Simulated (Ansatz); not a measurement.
A plane-wave DFT run in Ansatz 0.2.0 (scalar-relativistic PAW potentials unless the input names others): input and command.

```yaml
crystal:
  lattice:
    - [0.0, 2.09555354, 2.034518]
    - [2.09555354, 0.0, 2.034518]
    - [2.09555354, 2.09555354, 0.0]
  atoms:
    - { symbol: Al, position: [0.5, 0.5, 0.5] }
    - { symbol: "N", position: [0.0, 0.0, 0.0] }
basis:
  ecutwfc: 420
  xc_grid: 3
kpoints:
  mp_grid: { grid: [8, 8, 8] }
hamiltonian:
  xc: pbe
scf:
  occupations: { method: gaussian, width: 0.15 }
output:
  forces: true
  eigenvalues: true
  stress: true
```

```bash
ansatz run input.yaml --threads 1 --pin off --max-ram 1228MiB --backend cpu --events-out ev --progress --plain --runs-dir out
```

Abridged log:
```
Basis set: ecut = 420 eV, 339 PW (Γ), exchange–correlation on 60×60×60 points (27 copies of the dense FFT grid, shifted against one another)
Bands: 8, of which v1, the nominal top of the filled ones, is band 4 counted from 1 (3 counted from 0)
Symmetry: 16 space group operations
k-points: 59 of 512
SCF iter   1: F=—  HF=-923.867622 eV  |F-HF|=—  |Δ(HF+E_count)|=         —  Δρ=1.24e-3  dr2=7.27e-5  ethr=1.77e-3  ⟨swp⟩=4.4  Hψ=3154  notcnv=0
SCF iter   2: F=—  HF=-923.867692 eV  |F-HF|=—  |Δ(HF+E_count)|=   7.06e-5  Δρ=5.75e-4  dr2=1.63e-5  ethr=9.08e-7  ⟨swp⟩=2.0  Hψ=1165  notcnv=0
SCF iter   3: F=—  HF=-923.867739 eV  |F-HF|=—  |Δ(HF+E_count)|=   4.66e-5  Δρ=3.90e-4  dr2=2.20e-5  ethr=2.04e-7  ⟨swp⟩=2.0  Hψ=708  notcnv=0
SCF iter   4: F=—  HF=-923.867733 eV  |F-HF|=—  |Δ(HF+E_count)|=   5.61e-6  Δρ=4.19e-5  dr2=2.22e-7  ethr=2.04e-7  ⟨swp⟩=2.5  Hψ=672  notcnv=0
SCF iter   5: F=-923.867733 eV  HF=-923.867733 eV  |F-HF|=2.46e-9  |Δ(HF+E_count)|=   3.02e-7  Δρ=5.91e-6  dr2=1.87e-9  ethr=2.78e-9  ⟨swp⟩=2.5  Hψ=681  notcnv=0
SCF iter   6: F=-923.867733 eV  HF=-923.867733 eV  |F-HF|=3.12e-11  |Δ(HF+E_count)|=   2.80e-9  Δρ=6.22e-7  dr2=4.51e-11  ethr=2.33e-11  ⟨swp⟩=1.7  Hψ=1576  notcnv=0
SCF 1 converged in 6 iterations: F = -923.867733 eV  dr2 = 4.51e-11
SCF converged after 6 iterations
Free energy (F): -923.867733 eV
Harris-Foulkes:  -923.867733 eV  (|F-HF|=3.12e-11)
Internal energy: -923.867733 eV  (E = F + TS)
E sigma→0 (E₀):  -923.867733 eV
Fermi energy:    12.063290 eV
--- Forces (eV/Å), atoms counted from 1 ---
  atom   1  Al     0.00000000     0.00000000     0.00000000
  atom   2  N      0.00000000     0.00000000     0.00000000
--- Stress (GPa, compression-positive) ---
      -14.410407       0.000000       0.000000
        0.000000     -14.410407       0.000000
        0.000000       0.000000      -9.121412
  P = ⅓ Tr σ = -12.6474 GPa (-126.474 kbar)
```

Apart from outputs and empty bands, the input differs from a reference run on usual settings in scf.occupations.width: 0.05 → 0.15; kpoints.mp_grid.grid: [10, 10, 10] → [8, 8, 8]; basis.xc_grid: not typed → 3. The reference, at the same geometry (not necessarily relaxed), gave pressure -12.64 GPa, largest force 0.000 eV/Å, gap on the mesh 3.68 eV. This run converged in 6 SCF iterations (reference: 6) with an energy at zero smearing 0.22 meV/atom above the reference's, pressure -12.65 GPa, largest force 0.000 eV/Å, gap on the mesh 3.68 eV. Its k mesh is looser than usual, yet energy, pressure and forces hardly moved.

The run took 0.55 s on 1 thread of Intel(R) Xeon(R) 6975P-C (Granite Rapids), on a shared host, peak memory 0.32 GiB.